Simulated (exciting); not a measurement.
# GaAs (F-43m) in exciting: single point with PBE

Aim: the single point of GaAs with PBE.

All numbers are computed with exciting (release sodium); they aren't measurements. Logs are shortened: lines on timing, memory, paths and dates and some standing lists are left out, and cuts for length are marked.

**Measured values to compare with.**

“Evidence of valence band perturbations in GaAsN/GaAs(001): A combined variable-angle spectroscopic ellipsometry and modulated photoreflectance investigation”, 2008, arxiv:0805.2212 reports, for a bulk crystal of GaAs at 300 K: band gap 1.412 ± 0.01 eV (direct).

The results are compared with them further down.

## 1. The structure

Symmetry: F-43m, No. 216, cubic system. Conventional cell: a = 5.654 Å, b = 5.654 Å, c = 5.654 Å, α = 90.00°, β = 90.00°, γ = 90.00°. As (site symmetry -43m) has 4 Ga at 2.45 Å as nearest neighbours. Around Ga (site symmetry -43m) lie 4 As at 2.45 Å.

## 2. Single point, PBE

input.xml reads:

```xml
<input>
  <title>GaAs</title>
  <structure speciespath="./" tshift="false">
    <crystal scale="1">
      <basevect>0.000000000000 5.341972295398 5.341972295398</basevect>
      <basevect>5.341972295398 0.000000000000 5.341972295398</basevect>
      <basevect>5.341972295398 5.341972295398 0.000000000000</basevect>
    </crystal>
    <species speciesfile="As.xml" rmt="2">
      <atom coord="0.750000000000 0.750000000000 0.750000000000"/>
    </species>
    <species speciesfile="Ga.xml" rmt="2">
      <atom coord="0.000000000000 0.000000000000 0.000000000000"/>
    </species>
  </structure>
  <groundstate do="fromscratch" ngridk="8 8 8" rgkmax="9" gmaxvr="14" lmaxapw="10" lmaxmat="10" lmaxvr="8" xctype="GGA_PBE" stype="Gaussian" swidth="0.00040424" nempty="10" ValenceRelativity="iora*" epsengy="1e-05" epspot="1e-05" maxscl="60" tforce="true" outputlevel="normal"/>
</input>
```

Potentials or basis: all-electron LAPW+lo, shipped species files, valence relativity iora*.

Started as:

```bash
> OMP_NUM_THREADS=1 exciting_smp
```

INFO.OUT:

```text
================================================================================
EXCITING SODIUM started
[... 10 lines left out ...]

 Lattice vectors (cartesian) :
      0.0000000000      5.3419722954      5.3419722954
      5.3419722954      0.0000000000      5.3419722954
      5.3419722954      5.3419722954      0.0000000000

 Reciprocal lattice vectors (cartesian) :
     -0.5880960214      0.5880960214      0.5880960214
      0.5880960214     -0.5880960214      0.5880960214
      0.5880960214      0.5880960214     -0.5880960214

 Unit cell volume                           :     304.8841797692
 Brillouin zone volume                      :       0.8135883391

 Species :    1 (As)
     parameters loaded from                 :    As.xml
     name                                   :    arsenic
     nuclear charge                         :     -33.00000000
     electronic charge                      :      33.00000000
     atomic mass                            :  136573.72190000
     muffin-tin radius                      :       2.00000000
     # of radial points in muffin-tin       :     350

     atomic positions (lattice) :
       1 :   0.75000000  0.75000000  0.75000000

 Species :    2 (Ga)
     parameters loaded from                 :    Ga.xml
     name                                   :    gallium
     nuclear charge                         :     -31.00000000
     electronic charge                      :      31.00000000
     atomic mass                            :  127097.25380000
     muffin-tin radius                      :       2.00000000
     # of radial points in muffin-tin       :     350

     atomic positions (lattice) :
       1 :   0.00000000  0.00000000  0.00000000

 Total number of atoms per unit cell        :       2

 Spin treatment                             :    spin-unpolarised

 Number of Bravais lattice symmetries       :      48
 Number of crystal symmetries               :      24

 k-point grid                               :       8    8    8
 Total number of k-points                   :      43
 k-point set is reduced with crystal symmetries

 R^MT_min * |G+k|_max (rgkmax)              :       9.00000000
 Species with R^MT_min                      :       1 (As)
 Maximum |G+k| for APW functions            :       4.50000000
 Maximum |G| for potential and density      :      14.00000000

 G-vector grid sizes                        :      36    36    36
 Total number of G-vectors                  :   14163

 Maximum angular momentum used for
     APW functions                          :      10
     computing H and O matrix elements      :      10
     potential and density                  :       8
     inner part of muffin-tin               :       2

 Total nuclear charge                       :     -64.00000000
 Total electronic charge                    :      64.00000000
 Total core charge                          :      36.00000000
 Total valence charge                       :      28.00000000

 Number of empty states                     :      10
 Total number of valence states             :      25

 Maximum Hamiltonian size                   :     517
 Maximum number of plane-waves              :     489
 Total number of local-orbitals             :      28

 Exchange-correlation type                  :      20
     Perdew-Burke-Ernzerhof, Phys. Rev. Lett. 77, 3865 (1996)
     Generalised gradient approximation (GGA)

 Smearing scheme                            :    Gaussian
 Smearing width                             :       0.00040424

 Using multisecant Broyden potential mixing
[... 16 lines left out ...]
+ SCF iteration number :    1                                                  +
++++++++++++++++++++++++++++++++++++++++++++++++++++++++++++++++++++++++++++++++
 Total energy                               :     -4205.63367679
 _______________________________________________________________
 Fermi energy                               :         0.18717583
 Kinetic energy                             :      4294.46700697
 Coulomb energy                             :     -8340.51458144
 Exchange energy                            :      -156.46294452
 Correlation energy                         :        -3.12315781
[... 409 lines left out ...]
 RMS change in effective potential (target) :  0.705037E-08  ( 0.100000E-04)
 Absolute change in total energy   (target) :  0.324803E-05  ( 0.100000E-04)
 Charge distance                   (target) :  0.269881E-08  ( 0.100000E-04)
 Abs. change in max-nonIBS-force   (target) :   0.00000      ( 0.500000E-04)

++++++++++++++++++++++++++++++++++++++++++++++++++++++++++++++++++++++++++++++++
| Convergency criteria checked for the last 2 iterations                       +
| Convergence targets achieved. Performing final SCF iteration                 +
++++++++++++++++++++++++++++++++++++++++++++++++++++++++++++++++++++++++++++++++
 Total energy                               :     -4205.24568284
 _______________________________________________________________
 Fermi energy                               :         0.19477028
 Kinetic energy                             :      4294.62551095
 Coulomb energy                             :     -8340.27986754
 Exchange energy                            :      -156.46676461
 Correlation energy                         :        -3.12456164

 DOS at Fermi energy (states/Ha/cell)       :         0.00000000

 Electron charges :
     core                                   :        36.00000000
     core leakage                           :         0.00762012
     valence                                :        28.00000000
     interstitial                           :         4.80468585
     charge in muffin-tin spheres :
                  atom     1    As          :        30.38021310
                  atom     2    Ga          :        28.81510105
     total charge in muffin-tins            :        59.19531415
     total charge                           :        64.00000000

 Estimated fundamental gap                  :         0.01878774
        valence-band maximum at    1      0.0000  0.0000  0.0000
     conduction-band minimum at    1      0.0000  0.0000  0.0000

++++++++++++++++++++++++++++++++++++++++++++++++++++++++++++++++++++++++++++++++
+ Self-consistent loop stopped                                                 +
++++++++++++++++++++++++++++++++++++++++++++++++++++++++++++++++++++++++++++++++
 STATE.OUT is written

--------------------------------------------------------------------------------
- Writing atomic positions and forces                                          -
--------------------------------------------------------------------------------

 Atomic positions (lattice) :
 atom     1  As  :     0.75000000    0.75000000    0.75000000
 atom     2  Ga  :     0.00000000    0.00000000    0.00000000

 Total atomic forces including IBS (cartesian) :
 atom     1  As  :     0.00000000   -0.00000000   -0.00000000
 atom     2  Ga  :    -0.00000000    0.00000000    0.00000000

 Atomic force components including IBS (cartesian) :
 atom     1  As  :    -0.00000000    0.00000000    0.00000000   HF force
                 :    -0.00000000   -0.00000000    0.00000000   core correction
                 :     0.00000000    0.00000000    0.00000000   IBS correction
 atom     2  Ga  :     0.00000000   -0.00000000   -0.00000000   HF force
                 :     0.00000000    0.00000000   -0.00000000   core correction
                 :    -0.00000000   -0.00000000   -0.00000000   IBS correction

********************************************************************************
* Groundstate module stopped                                                   *
********************************************************************************

================================================================================
| EXCITING SODIUM stopped                                                      =
================================================================================
```

Run time: 3.4 min. Hardware: 1 thread of Arm Neoverse V1, shared host; peak memory 0.14 GiB.

What came out:

| Item | Value |
| --- | --- |
| Free energy | -114430.5645 eV |
| Band gap on the k mesh | 0.51 eV, direct |
| All electrons inside the program's atomic spheres | As 30.38; Ga 28.82 (radii As 2.0, Ga 2.0 bohr) |

## 3. Against experiment

Step 2. A measured gap of GaAs is 1.412 eV (direct; 300 K; “Evidence of valence band perturbations in GaAsN/GaAs(001): A combined variable-angle spectroscopic ellipsometry and modulated photoreflectance investigation”, 2008, arxiv:0805.2212); the calculated 0.51 eV misses it by -0.90 eV. 3 values of this kind are on record (1.412 to 1.51 eV); this one was drawn at random among those near their median, those with a stated uncertainty first. Spin-orbit coupling on As, Ga is left out. The value is that of PBE on a finite k mesh, which can miss the band edges, without temperature or zero-point motion. Semilocal functionals fall short of measured gaps as a rule.
